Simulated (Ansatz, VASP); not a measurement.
## Hf: VASP beside Ansatz

```
Hf
1.0
    -1.80500    1.80500    1.80500
     1.80500   -1.80500    1.80500
     1.80500    1.80500   -1.80500
Hf
1
Direct
  0.00000 0.00000 0.00000
```

Alike in both runs: task single point; functional PBEsol; k mesh 16 × 16 × 16; occupations fermi-dirac, width 0.08 eV; no spin polarisation.

|  | VASP | Ansatz |
| --- | --- | --- |
| version | VASP 6.6.1 | Ansatz 0.2.0 |
| potentials or method | VASP PAW PBE potentials, release 64 (Hf_pv), cutoff 520 eV | all-electron LAPW, scalar-relativistic |

```csv
,VASP,Ansatz,Ansatz less VASP
pressure (GPa),-9.2,-8.9,+0.33
```

Ansatz ran all-electron here, so the differences hold the error of VASP's frozen core and of both bases.

Caveats: the PAW data sets were made with another functional, which shifts forces and pressure a little (VASP). Spin-orbit coupling is left out, which matters for the levels of Hf.
